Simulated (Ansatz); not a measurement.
HgTe (Coloradoite) in Ansatz: the effect of target pressure

HgTe (Coloradoite):

```
Hg Te
1.0
     0.00000    3.21450    3.21450
     3.21450    0.00000    3.21450
     3.21450    3.21450    0.00000
Hg Te
1 1
Direct
  0.00000 0.00000 0.00000
  0.75000 0.75000 0.75000
```

Alike in all runs:

- Program: Ansatz 0.2.0
- Task: relaxation of cell and atoms
- Functional: PBE
- Potentials or basis: Ansatz PAW
- Cutoff: 420 eV (not typed: the program's choice for these potentials)
- k mesh: 7 × 7 × 7
- Occupations: fermi-dirac, width 0.05 eV
- Spin: no spin polarisation

Each run relaxes the cell or the atoms first.

```tsv
target pressure	relaxed volume (Å³/atom)
0 GPa	36.79
2 GPa	34.95
5 GPa	?
10 GPa	30.65
20 GPa	27.74
30 GPa	25.84
```

What does the run with target pressure 5 GPa give?

Relaxed volume 32.96 Å³/atom.

Worked out: In Murnaghan's law V^(-B') rises as a straight line in P. The other rows fit best with B' = 4.3, V0 = 36.76 Å³/atom and B0 = 36 GPa, which gives 32.99 Å³/atom at 5 GPa, against the run's 32.96.

Caveats: the plane-wave basis is chosen anew once the cell has moved, so the energies of steps on either side of that aren't comparable; the volume moved by over 15 % at a fixed basis, so the end points are rough (some runs).
